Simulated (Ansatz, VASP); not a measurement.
**TiC: VASP beside Ansatz**

```
CELL_PARAMETERS angstrom
0.00000 2.16400 2.14236
2.16400 0.00000 2.14236
2.16400 2.16400 0.00000
ATOMIC_POSITIONS crystal
Ti 0.00000 0.00000 0.00000
C 0.50000 0.50000 0.50000
```

Change from the starting cell: z stretched by -1 %, ions relaxed.

Alike in both runs: functional PBE; k mesh 18 × 18 × 18; occupations fermi-dirac, width 0.05 eV; no spin polarisation.

Ansatz relaxed the structure, and its values are those at the end. VASP's run is a single point on that final structure, the one shown.

```csv
,VASP,Ansatz
version,VASP 6.6.1,Ansatz 0.2.0
potentials or method,"VASP PAW PBE potentials, release 64 (Ti_sv, C)","plane-wave PAW, scalar-relativistic"
plane-wave cutoff (eV),520,420
valence electrons in the cell,16,16
```

Ansatz gave:

- pressure (GPa): 3.5

**Question.** Which values does VASP return?

**Answer.** Pressure (GPa): 3.7.

Ansatz warned: «stress_scf_threshold_loose».
